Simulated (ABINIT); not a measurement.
ZrS2:

```
Zr S
1.0
     3.69138    0.00000    0.00000
    -1.84569    3.19683    0.00000
     0.00000    0.00000    6.04108
Zr S
1 2
Cartesian
  0.0000 0.0000 0.0000
  0.0000 2.1312 1.4372
  1.8457 1.0656 4.6038
```

The cell is a database's computed one.

Base run:

- Program: ABINIT 10.8.3 (patched build)
- Functional: BLYP
- Potentials or basis: JTH PAW PBE v2.0
- Cutoff: 544 eV
- k mesh: 8 × 8 × 5
- Occupations: fermi-dirac, width 0.05 eV
- Spin: no spin polarisation

Its results: band gap on the k mesh 1.09 eV, indirect (least direct gap 1.64 eV); pressure 4.1 GPa; largest force 0.268 eV/Å.

**Question.** The run is repeated on the same cell with these changes: functional from BLYP to BP86. What comes out?

**Answer.** Band gap on the k mesh 1.04 eV, indirect (least direct gap 1.62 eV); pressure 0.8 GPa; largest force 0.057 eV/Å.

Caveats: the PAW data sets were made with another functional, which shifts forces and pressure a little; this functional lacks dispersion, which binds the layers, so the pressure and a relaxed spacing across them are unreliable (some runs).

Not every run made on this cell is shown here.
